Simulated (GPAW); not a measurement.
Runs of GPAW 26.7.0 on SiC (Moissanite). Symmetry: P6_3mc, No. 186, hexagonal system. The conventional cell has a = 3.076 Å, b = 3.076 Å, c = 5.048 Å, α = 90.00°, β = 90.00°, γ = 120.00°. Around Si (site symmetry 3m) lie 4 C at 1.87 to 1.94 Å. Around C (site symmetry 3m) lie 4 Si at 1.87 to 1.94 Å. 

| task | level | potentials or basis | cell | k mesh | maxiter | band path | band points | k mesh for the Wannier functions | wannier start | other keys | mesh quality | gap on the mesh (eV) | pressure (GPa) | largest force (eV/Å) |
| --- | --- | --- | --- | --- | --- | --- | --- | --- | --- | --- | --- | --- | --- | --- |
| band structure | PBE | GPAW PAW data sets (gpaw-data 1.2.1), pw | as given | 7 × 7 × 4 | 150 | GMKGALHA,LM,KH | 100 | - | - | - | not flagged | - | 5.0 | 0.77 |
| single point | PBE | GPAW PAW data sets (gpaw-data 1.2.1), pw | as given | 16 × 16 × 8 | 75 | - | - | - | - | several, not listed | not flagged | 2.38 | 5.0 | 0.77 |
| band structure | r2SCAN | GPAW PAW data sets (gpaw-data 1.2.1), pw | as given | 7 × 7 × 4 | 150 | GMKGALHA,LM,KH | 80 | - | - | - | not flagged | - | (a) | 0.77 |
| Wannier functions | SOGGA | PAW data sets generated in the run's folder for this functional, pw | as given | 10 × 10 × 5 | 150 | - | - | 5 × 5 × 5 | random | - | not flagged | 2.32 | 1.2 | 0.76 |
| relaxation of cell and atoms | BP86+D4 | PAW data sets generated in the run's folder for this functional, pw | relaxed | 7 × 7 × 4 | 150 | - | - | - | - | - | not flagged | 2.66 | 0.0 | 0.01 |
| single point | PBE | GPAW PAW data sets (gpaw-data 1.2.1), pw | as given | 5 × 5 × 3 | 60 | - | - | - | - | several, not listed | coarse | 2.79 | 5.0 | 0.76 |
| electron localisation function | SOGGA | PAW data sets generated in the run's folder for this functional, pw | as given | 10 × 10 × 5 | 150 | - | - | - | - | - | not flagged | 2.32 | 1.2 | 0.76 |
| band structure | optB88-vdW | GPAW PAW data sets (gpaw-data 1.2.1), pw | as given | 7 × 7 × 4 | 150 | GMKGALHA,LM,KH | 60 | - | - | - | not flagged | - | - | (b) |

Alike in all rows: no spin polarisation; cutoff (eV) 800; smearing fermi-dirac 0.05 eV.

**Question.** Fill in the values left out.

**Answer.** (a) 1.3; (b) 0.78.

Caveats: some runs use coarse meshes; an odd mesh through Γ misses points on the zone boundary, where band edges often lie (some runs); the PAW data sets were made with another functional, which shifts forces and pressure a little (some runs); later steps reuse the first step's grids (some runs).
